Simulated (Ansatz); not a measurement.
# ZnO: what a guessed cell relaxes into

The task: take a trial cell of ZnO to zero force and stress.

Program: Ansatz 0.2.0. Level of theory: DFT PBE, scalar-relativistic, plane waves, PAW. These are calculated values, not measurements.

**1. Starting point**

Symmetry: I4_1md, No. 109, tetragonal system. Conventional cell: a = 2.918 Å, b = 2.918 Å, c = 10.107 Å, α = 90.00°, β = 90.00°, γ = 90.00°. Zn (site symmetry 2mm) is surrounded by 3 O at 1.68 Å. O (site symmetry 2mm) has 3 Zn at 1.68 Å as nearest neighbours.

As a file:

```cif
data_structure
_symmetry_space_group_name_H-M 'P 1'
_symmetry_Int_Tables_number 1
_cell_length_a 5.4584
_cell_length_b 5.4584
_cell_length_c 5.4584
_cell_angle_alpha 148.997
_cell_angle_beta 148.997
_cell_angle_gamma 44.415
_cell_volume 43.02
loop_
_atom_site_label
_atom_site_type_symbol
_atom_site_fract_x
_atom_site_fract_y
_atom_site_fract_z
_atom_site_occupancy
Zn1 Zn 0.83333 0.83333 0.00000 1
Zn2 Zn 0.58333 0.08333 0.50000 1
O1 O 0.66667 0.66667 0.00000 1
O2 O 0.41667 0.91667 0.50000 1
```

The cell is invented: 3-connected net, two elements alternating (I4_1md, No. 109). Its size is a rough estimate.

**2. A first look at the guess**

The input, input.yaml:

```yaml
crystal:
  lattice:
    - [-1.45883021, 1.45883021, 5.05353592]
    - [1.45883021, -1.45883021, 5.05353592]
    - [1.45883021, 1.45883021, -5.05353592]
  atoms:
    - { symbol: Zn, position: [0.83333334, 0.83333334, 0.0] }
    - { symbol: Zn, position: [0.58333334, 0.08333334, 0.5] }
    - { symbol: O, position: [0.66666666, 0.66666666, 0.0] }
    - { symbol: O, position: [0.41666666, 0.91666666, 0.5] }
basis:
  ecutwfc: 420
kpoints:
  mp_grid: { grid: [8, 8, 8] }
hamiltonian:
  xc: pbe
scf:
  occupations: { method: gaussian, width: 0.1 }
  lower_state_search: "off"
output:
  forces: true
  stress: true
  eigenvalues: true
```

Started as:

```sh
$ ansatz run input.yaml --threads 1 --pin off --max-ram 2560MiB --backend cpu --events-out ev --progress --plain --runs-dir out
```

The program printed (excerpt; [...] marks lines left out):

```text
Warning: RAYON_NUM_THREADS=1 ignored (pool sized by the plan → 1); use --threads N
[...]
Pseudopotentials: kind: paw
Pseudopotential: Zn, paw, valence charge 12, recommended cutoff 420 eV (normal), Zn.paw.azcp
Pseudopotential: O, paw, valence charge 6, recommended cutoff 420 eV (normal), O.paw.azcp
Functional definition: PBE
[...]
Crystal: 4 atoms, lattice volume = 43.019 Å³
Basis set: ecut = 420 eV, 853 PW (Γ), FFT grids on a1+a3, a2+a3, a3, exchange–correlation on 40×40×80 points (8 copies of the dense FFT grid, shifted against one another)
Bands: 22, of which v1, the nominal top of the filled ones, is band 18 counted from 1 (17 counted from 0)
Symmetry: 8 space group operations
Space group: I41md (ITA 109), of the structure as read, at distance tolerance 3.5e-5 Å
k-points: 59 of 512 (time reversal used)
[...]
SCF iter   1: F=—  HF=-7769.335661 eV  |F-HF|=—  |Δ(HF+E_count)|=         —  Δρ=9.61e-3  dr2=2.41e-2  ethr=1.77e-3  ⟨swp⟩=5.5  Hψ=6399  notcnv=0
[...]
SCF iter   7: F=-7769.329745 eV  HF=-7769.329745 eV  |F-HF|=5.72e-9  |Δ(HF+E_count)|=   3.49e-7  Δρ=2.88e-6  dr2=2.24e-9  ethr=2.78e-10  ⟨swp⟩=5.2  Hψ=5886  notcnv=0
[...]
SCF converged after 7 iterations
Free energy (F): -7769.329745 eV
[...]
E sigma→0 (E₀):  -7769.329745 eV
Fermi energy:    10.219747 eV
[...]
--- Forces (eV/Å), atoms counted from 1 ---
  atom   1  Zn    -0.00000000     0.00000000     0.03618842
  atom   2  Zn     0.00000000     0.00000000     0.03618842
  atom   3  O     -0.00000000    -0.00000000    -0.03611766
  atom   4  O      0.00000000    -0.00000000    -0.03611766
[...]
--- Stress (GPa, compression-positive) ---
       61.052549       0.000000       0.000000
        0.000000      61.052549       0.000000
        0.000000      -0.000000     110.515441
  P = ⅓ Tr σ = 77.5402 GPa (775.402 kbar)
--- Band table (eV; the first three rows and the last of 59) ---
  k-point 0: bands = ["-11.0035", "-10.0096", "0.7338", "0.8955", "1.4241", "1.4241", "3.0408", "3.1785", "3.3364", "3.3364", "3.7839", "3.8569", "4.7004", "7.1846", "7.1846", "8.6039", "8.6039", "9.8692", "10.5703", "15.7076", "17.2267", "22.0641"]
[...]
```

Run time: 3.5 s. Hardware: 1 thread of Intel Xeon Platinum 8488C (Sapphire Rapids), shared host; peak memory 0.41 GiB.

Read-out: pressure 77.5 GPa, largest force 0.04 eV/Å, gap on this mesh 0.70 eV. A guess like this is first relaxed loosely on the coarse mesh.

**3. Coarse relaxation**

Changes to input.yaml since step 2:

```diff
@@ -23 +23,6 @@
   eigenvalues: true
+relax:
+  adjacent_minimum: "off"
+  f_tol: 0.04
+  max_steps: 70
+  cell: { stress_tol: 0.4 }
```

Started as:

```sh
$ ansatz run input.yaml --threads 1 --pin off --max-ram 2560MiB --backend cpu --events-out ev --progress --plain --runs-dir out
```

The program printed:

```text
Warning: RAYON_NUM_THREADS=1 ignored (pool sized by the plan → 1); use --threads N
basis.fft_grid_basis auto: the FFT boxes are laid along the combinations [[1, 0, 1], [0, 1, 1], [0, 0, 1]] of the cell's own vectors, 2.918, 2.918 and 5.458 Å long. The dense box has 20×20×40 points. Along the cell's own vectors, as sized, it would have 40×40×40, 4.00 times as many. Of the 8 symmetry operations that the crystal satisfies within crystal.symmetry.tolerance (time reversal apart; of a slab, those that keep its plane) the dense box along the cell's own vectors carries 8, and the one as laid loses 6 of those. basis.fft_grid_basis: typed keeps the cell's own vectors: state it where this run's energies or levels are differenced outside the engine with another run's, or held beside a run that keeps those vectors.
Engine: ansatz 0.2.0, x86_64-unknown-linux-gnu
[... 4 set-up lines as earlier in the session ...]
  parameter kappa = 0.804
  parameter beta = 0.06672455060314922
  exchange = pbe_x(kappa = kappa, mu = beta*pi^2/3)
  correlation = pbe_c(beta = beta)
Crystal: 4 atoms, lattice volume = 43.019 Å³
Basis set: ecut = 420 eV, 853 PW (Γ), FFT grids on a1+a3, a2+a3, a3, exchange–correlation on 40×40×80 points (8 copies of the dense FFT grid, shifted against one another)
Bands: 22, of which v1, the nominal top of the filled ones, is band 18 counted from 1 (17 counted from 0)
[... 2 set-up lines as earlier in the session ...]
k-points: 59 of 512 (time reversal used)
Non-local potential: Zn, projectors of the file, l = 0: 2, l = 1: 2, l = 2: 3, l = 3: 1
Non-local potential: O, projectors of the file, l = 0: 2, l = 1: 2, l = 2: 1
PAW form: soft (Blöchl's): semilocal exchange-correlation on the pseudo side does not see the compensation charge
PAW one-centre angular grid: Zn, 590 points (default); XC on 64 Gauss nodes
PAW one-centre angular grid: O, 110 points (default); XC on 64 Gauss nodes
Initial density: superposition of atomic densities (neutral atoms: chi_scale 0, normalization atom), corrected by the library's trained network
Initial wavefunctions: pseudopotential atomic-orbital guess
Functional: x = pbe(κ = 0.804, μ = 0.2195149727645171), c = pbe(β = 0.06672455060314922)
SCF iter   1: F=—  HF=-7769.335661 eV  |F-HF|=—  |Δ(HF+E_count)|=         —  Δρ=9.61e-3  dr2=2.41e-2  ethr=1.77e-3  ⟨swp⟩=5.4  Hψ=6399  notcnv=0
preconditioner: auto → none  [insulator: Δε(μ)=0.748 eV  Ē_g=13.942 eV  σ=0.100 eV  W_gap=1.00  n_scr=12 (ndim 8)  ℏωp=34.0 eV  f_vac=0.044  D(μ)=0.00/eV (n_scr^D=0)  ε∞_Penn≈6.9]
SCF iter   2: F=—  HF=-7769.331832 eV  |F-HF|=—  |Δ(HF+E_count)|=   3.83e-3  Δρ=4.12e-3  dr2=3.98e-3  ethr=6.70e-5  ⟨swp⟩=2.0  Hψ=2949  notcnv=0
SCF iter   3: F=—  HF=-7769.329231 eV  |F-HF|=—  |Δ(HF+E_count)|=   2.60e-3  Δρ=1.85e-3  dr2=7.79e-4  ethr=1.11e-5  ⟨swp⟩=2.0  Hψ=2297  notcnv=0
SCF iter   4: F=—  HF=-7769.329260 eV  |F-HF|=—  |Δ(HF+E_count)|=   2.95e-5  Δρ=4.03e-4  dr2=3.22e-5  ethr=2.16e-6  ⟨swp⟩=2.6  Hψ=2373  notcnv=0
SCF iter   5: F=—  HF=-7769.329743 eV  |F-HF|=—  |Δ(HF+E_count)|=   4.82e-4  Δρ=1.08e-4  dr2=2.51e-6  ethr=8.95e-8  ⟨swp⟩=2.0  Hψ=2360  notcnv=0
SCF iter   6: F=—  HF=-7769.329745 eV  |F-HF|=—  |Δ(HF+E_count)|=   2.16e-6  Δρ=2.50e-5  dr2=1.18e-7  ethr=6.98e-9  ⟨swp⟩=2.0  Hψ=2224  notcnv=0
SCF iter   7: F=-7769.329745 eV  HF=-7769.329745 eV  |F-HF|=5.71e-9  |Δ(HF+E_count)|=   3.48e-7  Δρ=2.88e-6  dr2=2.24e-9  ethr=2.78e-10  ⟨swp⟩=5.2  Hψ=5887  notcnv=0
SCF 1 converged in 7 iterations: F = -7769.329745 eV  dr2 = 2.24e-9
relax step   1: F+E_penalty+E_count = -7769.32974501 eV  Δ(F+E_penalty+E_count) = +0.000e0 eV  max|allowed force component| = 3.615e-2 eV/Å  Δτ_max = 0.0000 Å  P = +77.540 GPa  Ω = 43.019 Å³  (7 SCF iters, dr2 threshold 1.00e-7 eV, accepted)
Crystal: 4 atoms, lattice volume = 49.580 Å³
Basis set: ecut = 420 eV, 957 PW (Γ), FFT grids on a1+a3, a2+a3, a3, exchange–correlation on 40×40×80 points (8 copies of the dense FFT grid, shifted against one another)
Initial density: handed on by an earlier stage of this run
Initial wavefunctions: those handed on with the density
iter 1 solved again at ethr=7.09e-4 eV; its pass at ethr=3.10e-3 eV (dr2=2.55e-1 eV) is discarded
SCF iter   1: F=—  HF=-7771.531319 eV  |F-HF|=—  |Δ(HF+E_count)|=         —  Δρ=2.45e-2  dr2=2.53e-1  ethr=7.09e-4  ⟨swp⟩=1.0  Hψ=8518  notcnv=0
preconditioner: auto → none  [insulator: Δε(μ)=0.506 eV  Ē_g=12.867 eV  σ=0.100 eV  W_gap=1.00  n_scr=12 (ndim 8)  ℏωp=31.6 eV  f_vac=0.099  D(μ)=0.00/eV (n_scr^D=0)  ε∞_Penn≈7.0]
SCF iter   2: F=—  HF=-7771.490285 eV  |F-HF|=—  |Δ(HF+E_count)|=   4.10e-2  Δρ=1.52e-2  dr2=8.30e-2  ethr=7.04e-4  ⟨swp⟩=2.1  Hψ=2601  notcnv=0
SCF iter   3: F=—  HF=-7771.468452 eV  |F-HF|=—  |Δ(HF+E_count)|=   2.18e-2  Δρ=3.36e-3  dr2=2.41e-3  ethr=2.30e-4  ⟨swp⟩=2.5  Hψ=2627  notcnv=0
SCF iter   4: F=—  HF=-7771.470012 eV  |F-HF|=—  |Δ(HF+E_count)|=   1.56e-3  Δρ=1.53e-3  dr2=8.86e-4  ethr=6.70e-6  ⟨swp⟩=2.0  Hψ=2259  notcnv=0
SCF iter   5: F=—  HF=-7771.469637 eV  |F-HF|=—  |Δ(HF+E_count)|=   3.75e-4  Δρ=1.76e-4  dr2=9.98e-6  ethr=2.46e-6  ⟨swp⟩=2.0  Hψ=2242  notcnv=0
SCF iter   6: F=—  HF=-7771.470049 eV  |F-HF|=—  |Δ(HF+E_count)|=   4.11e-4  Δρ=5.24e-5  dr2=7.31e-7  ethr=2.77e-8  ⟨swp⟩=2.0  Hψ=2353  notcnv=0
SCF iter   7: F=-7771.470048 eV  HF=-7771.470048 eV  |F-HF|=5.38e-10  |Δ(HF+E_count)|=   1.15e-7  Δρ=7.61e-6  dr2=1.33e-8  ethr=1.11e-9  ⟨swp⟩=7.0  Hψ=6557  notcnv=0
SCF 2 converged in 7 iterations: F = -7771.470048 eV  dr2 = 1.33e-8
relax step   2: F+E_penalty+E_count = -7771.47004843 eV  Δ(F+E_penalty+E_count) = -2.140e0 eV  max|allowed force component| = 3.248e-2 eV/Å  Δτ_max = 0.0004 Å  P = +33.060 GPa  Ω = 49.580 Å³  energy of the carried Pulay correction = -2.628e-2 eV  (7 SCF iters, dr2 threshold 4.00e-7 eV, accepted)
Crystal: 4 atoms, lattice volume = 55.826 Å³
Basis set: ecut = 420 eV, 1087 PW (Γ), FFT grids on a1+a3, a2+a3, a3, exchange–correlation on 40×40×80 points (8 copies of the dense FFT grid, shifted against one another)
iter 1 solved again at ethr=3.50e-4 eV; its pass at ethr=3.10e-3 eV (dr2=1.26e-1 eV) is discarded
SCF iter   1: F=—  HF=-7772.248359 eV  |F-HF|=—  |Δ(HF+E_count)|=         —  Δρ=1.62e-2  dr2=1.25e-1  ethr=3.50e-4  ⟨swp⟩=1.0  Hψ=8460  notcnv=0
preconditioner: auto → none  [insulator: Δε(μ)=0.518 eV  Ē_g=12.124 eV  σ=0.100 eV  W_gap=1.00  n_scr=12 (ndim 8)  ℏωp=29.8 eV  f_vac=0.121  D(μ)=0.00/eV (n_scr^D=0)  ε∞_Penn≈7.0]
SCF iter   2: F=—  HF=-7772.231665 eV  |F-HF|=—  |Δ(HF+E_count)|=   1.67e-2  Δρ=1.12e-2  dr2=5.10e-2  ethr=3.46e-4  ⟨swp⟩=2.0  Hψ=2597  notcnv=0
SCF iter   3: F=—  HF=-7772.219280 eV  |F-HF|=—  |Δ(HF+E_count)|=   1.24e-2  Δρ=2.85e-3  dr2=1.80e-3  ethr=1.42e-4  ⟨swp⟩=2.3  Hψ=2424  notcnv=0
SCF iter   4: F=—  HF=-7772.220662 eV  |F-HF|=—  |Δ(HF+E_count)|=   1.38e-3  Δρ=1.48e-3  dr2=8.88e-4  ethr=5.00e-6  ⟨swp⟩=2.0  Hψ=2321  notcnv=0
SCF iter   5: F=—  HF=-7772.220216 eV  |F-HF|=—  |Δ(HF+E_count)|=   4.46e-4  Δρ=1.36e-4  dr2=6.39e-6  ethr=2.47e-6  ⟨swp⟩=2.0  Hψ=2242  notcnv=0
SCF iter   6: F=—  HF=-7772.220339 eV  |F-HF|=—  |Δ(HF+E_count)|=   1.23e-4  Δρ=3.98e-5  dr2=4.83e-7  ethr=1.77e-8  ⟨swp⟩=2.0  Hψ=2347  notcnv=0
SCF iter   7: F=-7772.220339 eV  HF=-7772.220339 eV  |F-HF|=5.79e-9  |Δ(HF+E_count)|=   1.05e-7  Δρ=5.10e-6  dr2=6.10e-9  ethr=1.11e-9  ⟨swp⟩=6.3  Hψ=5930  notcnv=0
SCF 3 converged in 7 iterations: F = -7772.220339 eV  dr2 = 6.10e-9
relax step   3: F+E_penalty+E_count = -7772.22033934 eV  Δ(F+E_penalty+E_count) = -7.503e-1 eV  max|allowed force component| = 1.646e-2 eV/Å  Δτ_max = 0.0002 Å  P = +8.181 GPa  Ω = 55.826 Å³  energy of the carried Pulay correction = -4.804e-2 eV  (7 SCF iters, dr2 threshold 4.00e-7 eV, accepted)
[... 11 lines left out ...]
relax step   4: F+E_penalty+E_count = -7772.28576853 eV  Δ(F+E_penalty+E_count) = -6.543e-2 eV  max|allowed force component| = 5.924e-2 eV/Å  Δτ_max = 0.0024 Å  P = +1.173 GPa  Ω = 58.078 Å³  energy of the carried Pulay correction = -5.512e-2 eV  (6 SCF iters, dr2 threshold 4.00e-7 eV, accepted)
[... 11 lines left out ...]
relax step   5: F+E_penalty+E_count = -7772.28884170 eV  Δ(F+E_penalty+E_count) = -3.073e-3 eV  max|allowed force component| = 3.802e-2 eV/Å  Δτ_max = 0.0052 Å  P = -0.096 GPa  Ω = 58.347 Å³  energy of the carried Pulay correction = -5.579e-2 eV  (6 SCF iters, dr2 threshold 4.00e-7 eV, accepted)
[... 13 lines left out ...]
relax step   6: F+E_penalty+E_count = -7772.53357515 eV  Δ(F+E_penalty+E_count) = -2.447e-1 eV  max|allowed force component| = 3.301e-2 eV/Å  Δτ_max = 0.0000 Å  P = +5.005 GPa  Ω = 58.347 Å³  stress off target by 5.26e0 GPa  SCF on the basis re-selected at this cell (its energy is not comparable with the rows above)  (8 SCF iters)
[... 12 lines left out ...]
relax step   7: F+E_penalty+E_count = -7772.57028735 eV  Δ(F+E_penalty+E_count) = -3.671e-2 eV  max|allowed force component| = 2.531e-3 eV/Å  Δτ_max = 0.0055 Å  P = +0.972 GPa  Ω = 60.873 Å³  energy of the carried Pulay correction = -9.623e-3 eV  (6 SCF iters, dr2 threshold 4.00e-7 eV, accepted)
[... 11 lines left out ...]
relax step   8: F+E_penalty+E_count = -7772.56941436 eV  Δ(F+E_penalty+E_count) = +8.730e-4 eV  max|allowed force component| = 1.724e-3 eV/Å  Δτ_max = 0.0066 Å  P = -0.066 GPa  Ω = 61.877 Å³  energy of the carried Pulay correction = -1.435e-2 eV  (6 SCF iters, dr2 threshold 4.00e-7 eV, accepted)
iter 1 solved again at ethr=3.59e-7 eV; its pass at ethr=3.10e-3 eV (dr2=1.29e-4 eV) is discarded
SCF iter   1: F=—  HF=-7772.579541 eV  |F-HF|=—  |Δ(HF+E_count)|=         —  Δρ=8.22e-4  dr2=4.64e-5  ethr=3.59e-7  ⟨swp⟩=3.1  Hψ=8974  notcnv=0
preconditioner: auto → none  [insulator: Δε(μ)=0.596 eV  Ē_g=11.639 eV  σ=0.100 eV  W_gap=1.00  n_scr=12 (ndim 8)  ℏωp=28.3 eV  f_vac=0.121  D(μ)=0.00/eV (n_scr^D=0)  ε∞_Penn≈6.9]
SCF iter   2: F=—  HF=-7772.583826 eV  |F-HF|=—  |Δ(HF+E_count)|=   4.29e-3  Δρ=4.45e-4  dr2=4.14e-5  ethr=1.29e-7  ⟨swp⟩=2.0  Hψ=2360  notcnv=0
SCF iter   3: F=—  HF=-7772.584764 eV  |F-HF|=—  |Δ(HF+E_count)|=   9.38e-4  Δρ=2.53e-4  dr2=6.61e-6  ethr=1.15e-7  ⟨swp⟩=2.1  Hψ=2294  notcnv=0
SCF iter   4: F=—  HF=-7772.585220 eV  |F-HF|=—  |Δ(HF+E_count)|=   4.56e-4  Δρ=7.59e-5  dr2=6.53e-7  ethr=1.84e-8  ⟨swp⟩=2.8  Hψ=2319  notcnv=0
SCF iter   5: F=—  HF=-7772.585263 eV  |F-HF|=—  |Δ(HF+E_count)|=   4.29e-5  Δρ=1.44e-5  dr2=3.01e-8  ethr=1.81e-9  ⟨swp⟩=2.0  Hψ=2360  notcnv=0
SCF iter   6: F=-7772.585264 eV  HF=-7772.585264 eV  |F-HF|=1.94e-8  |Δ(HF+E_count)|=   1.47e-6  Δρ=2.57e-6  dr2=9.79e-10  ethr=7.11e-12  ⟨swp⟩=3.1  Hψ=5889  notcnv=0
SCF 9 converged in 6 iterations: F = -7772.585264 eV  dr2 = 9.79e-10
relax step   9: F+E_penalty+E_count = -7772.58526419 eV  Δ(F+E_penalty+E_count) = -1.585e-2 eV  max|allowed force component| = 4.275e-3 eV/Å  Δτ_max = 0.0000 Å  P = +0.017 GPa  Ω = 61.877 Å³  stress off target by 8.42e-2 GPa  SCF on the basis re-selected at this cell (its energy is not comparable with the rows above)  (6 SCF iters)
basis re-selected at this cell: Δ(F+E_penalty+E_count) = -1.585e-2 eV, ΔP = +0.084 GPa vs the last step (what re-selecting the basis moved, of the pressure what is left beyond the Pulay correction that the steps carried, after the strain that the cell walked since its last selection, with what the two solves' SCF thresholds leave and, on support functions, any second-order correction that the steps lacked; it is no measure of the basis error at this ecutwfc). This SCF's stress stands 8.42e-2 GPa from its target on what of the cell is left free (relax.cell.stress_tol is 4.00e-1 GPa) and its largest allowed force component is 4.27e-3 eV/Å (relax.f_tol is 4.00e-2 eV/Å): within both
SCF converged after 6 iterations
Free energy (F): -7772.585264 eV
Harris-Foulkes:  -7772.585264 eV  (|F-HF|=1.94e-8)
Internal energy: -7772.585264 eV  (E = F + TS)
E sigma→0 (E₀):  -7772.585264 eV
Entropy (-TS):   -0.000000 eV (-0.000 meV/atom)
Fermi energy:    4.578860 eV
--- Per-component energies (eV) ---
  E_band       = -43.196690
  E_kinetic    = 608.181613
  E_local      = -4671.816828  (includes V_loc(G=0)·N_el)
  E_nonlocal   = 1330.995784
  E_hartree    = 1924.811596
  E_xc         = -418.788626
  E_vxc        = -288.038978  (∫ρ·V_xc dr)
  E_paw        = -3976.204224  (= ΣΔE_a)
  E_vpaw       = -872.146173  (= ΣTr[D̂ρ^β])
  E_aug_tail   = 0.004163  (compensation charges beyond the density's cutoff)
  E_ewald      = -2569.768742
  E_smearing   = -0.000000  (= −TS)
  E_closure    = 0.000000  (closes the sum)
  Σ components = -7772.585264   (vs F -7772.585264, Δ=0.00e0)
--- Forces (eV/Å), atoms counted from 1 ---
  atom   1  Zn    -0.00000000     0.00000000    -0.00427402
  atom   2  Zn     0.00000000    -0.00000000    -0.00427402
  atom   3  O     -0.00000000     0.00000000     0.00427547
  atom   4  O      0.00000000    -0.00000000     0.00427547
  max |Σ_I F_I| component: 2.89e-6 eV/Å
--- Stress (GPa, compression-positive) ---
        0.068291      -0.000000      -0.000000
       -0.000000       0.068291      -0.000000
       -0.000000      -0.000000      -0.084179
  P = ⅓ Tr σ = 0.0175 GPa (0.175 kbar)
--- Band table (eV; the first three rows and the last of 59) ---
  k-point 0: bands = ["-13.2000", "-12.7033", "-1.9601", "-1.6876", "-1.5831", "-1.5831", "-0.9007", "-0.7357", "-0.7357", "-0.6260", "-0.6002", "-0.5665", "0.1920", "3.0176", "3.0176", "3.6856", "3.6856", "4.2719", "4.8641", "9.3778", "11.3014", "15.5739"]
  k-point 1: bands = ["-13.1230", "-12.6689", "-1.8799", "-1.7828", "-1.6027", "-1.3639", "-0.8480", "-0.7843", "-0.7711", "-0.6408", "-0.5882", "-0.4585", "0.2031", "2.5551", "2.6572", "3.1716", "3.5178", "4.1246", "5.9894", "9.8615", "11.3808", "14.5999"]
  k-point 2: bands = ["-12.9316", "-12.5937", "-1.8096", "-1.6879", "-1.5879", "-1.0842", "-0.9481", "-0.8988", "-0.7047", "-0.6889", "-0.5617", "-0.1150", "0.3449", "1.6230", "1.9706", "2.8866", "3.2419", "3.7244", "7.6692", "9.7877", "12.4428", "12.4959"]
  k-point 58: bands = ["-12.9595", "-12.9595", "-1.8929", "-1.8929", "-1.6430", "-1.6430", "-0.9030", "-0.9030", "-0.6036", "-0.6036", "-0.5834", "-0.5834", "1.9868", "1.9868", "2.5751", "2.5751", "4.0961", "4.0961", "7.1203", "7.1203", "13.7319", "13.7319"]
--- Relaxed structure (7 steps of the walk, 7 accepted, 2 SCFs on fresh bases) ---
  F+E_penalty+E_count = -7772.58526419 eV   max|allowed force component| = 4.275e-3 eV/Å   (the final SCF, on the basis selected at the relaxed cell)
  cell:  # Å, volume = 61.8771 Å³
    - [-1.6525088415746996, 1.6525088415746996, 5.664770253761471]
    - [1.6525088415746996, -1.6525088415746996, 5.664770253761471]
    - [1.6525088415746996, 1.6525088415746996, -5.664770253761471]
  atoms:
    - { symbol: Zn, position: [0.833807852646882, 0.833807852646882, 5.378565803891673e-33] }
    - { symbol: Zn, position: [0.5838078526468821, 0.08380785264688206, 0.5] }
    - { symbol: O, position: [0.6661921473531179, 0.6661921473531179, 8.677430165602666e-33] }
    - { symbol: O, position: [0.416192147353118, 0.9161921473531179, 0.5] }
```

Run time: 44 s. Hardware: 1 thread of Intel Xeon Platinum 8488C (Sapphire Rapids), shared host; peak memory 0.46 GiB.

Relaxation path:

| step | E - E(step 1) (eV/cell) | largest force component (eV/Å) | pressure (GPa) | volume (Å³) |
| --- | --- | --- | --- | --- |
| 1 | 0.0000 | 0.0362 | 77.54 | 43.02 |
| 2 | -2.1403 | 0.0325 | 33.06 | 49.58 |
| 3 | -2.8906 | 0.0165 | 8.18 | 55.83 |
| 4 | -2.9560 | 0.0592 | 1.17 | 58.08 |
| 5 | -2.9591 | 0.0380 | -0.10 | 58.35 |
| 6 | -3.2038 | 0.0330 | 5.00 | 58.35 |
| 7 | -3.2405 | 0.0025 | 0.97 | 60.87 |
| 8 | -3.2397 | 0.0017 | -0.07 | 61.88 |
| 9 | -3.2555 | 0.0043 | 0.02 | 61.88 |

Step 1 is the start. Steps 6, 9 each repeat the geometry before them on a plane-wave basis chosen anew, so the energy can jump there without any move. The walk judges its steps with a correction for the finite basis (Pulay term) that this column leaves out, so accepted steps can climb here and lower ones be refused.

Lengths and angles in the start's conventional setting:

|  | before | after | change |
| --- | --- | --- | --- |
| a (Å) | 2.918 | 3.305 | +13.3 % |
| b (Å) | 2.918 | 3.305 | +13.3 % |
| c (Å) | 10.107 | 11.330 | +12.1 % |
| volume (Å³/atom) | 10.75 | 15.47 | +43.8 % |
| shortest distance (Å) | 1.685 | 1.898 | +12.7 % |
| space group (0.01 Å) | I4_1md | I4_1md | same |

The run keeps the 8 symmetry operations of the start, so it could not have lowered the symmetry.

[end of part 1 of 2]
